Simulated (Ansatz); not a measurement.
# HfO$_{2}$ under pressure: fit and missing row

HfO$_{2}$, P4_2/nmc, a = 3.577 Å, c = 5.203 Å. This isn't the usual stable structure of the compound. Ansatz: r2SCAN, PAW, 500 eV, Γ-centred 6×6×6 mesh on 6 atoms, Gaussian smearing 0.02 eV; no spin polarisation. Cell and atoms are relaxed at each pressure, and no other structure is tried, so the rows at high pressure may lie past a change of phase.

```tsv
V (Å³/atom)	P (GPa)
?	39.96
10.220	20.00
10.602	10.00
10.829	5.01
10.982	2.00
11.094	-0.01
11.213	-1.99
```

**Question.** Take V0 = 11.094 Å³/atom, count pressures from its P0 = -0.01 GPa, fit the third-order Birch–Murnaghan form to the other rows, and predict the missing volume.

**Answer.** With the Eulerian strain f = ½[(V0/V)^(2/3) − 1] and y = (P − P0)/[3f(1 + 2f)^(5/2)], the form is the line y = B0 + 1.5 B0 (B0′ − 4) f. Rows (f, y): 0.02811, 207.0; 0.01535, 201.5; 0.00812, 197.9; 0.00339, 194.3; -0.00354, 189.8. Means f = 0.01029, y = 198.10; Σ(Δf)² = 0.0005867, ΣΔfΔy = 0.3172; the slope is their ratio. y = 192.5 + 540.7 f GPa, so B0 = 192.5 GPa and B0′ = 4 + 2 × (540.7)/(3 × 192.5) = 5.87. P = 39.96 GPa is met at f = 0.04837 (y = 218.65), so V = V0 (1 + 2f)^(−3/2) = 9.659 Å³/atom. The run gave 9.638 Å³/atom, so the fit is 0.021 Å³/atom too high, 1.3 % of the span of the series, against an rms of 0.001 Å³/atom on the fitted rows. The row lies outside the fitted range. A fourth-order term fitted to the same rows gives P = 39.41 GPa at this row's volume (the line 40.85, the run 39.96), which recovers part of the miss. With a term in f² added B0′ becomes 6.44, so this figure hangs on the form.

The mesh isn't the same in all rows (6×6×6, 8×8×6). Spin–orbit coupling is left out, which can shift energies with elements as heavy as these.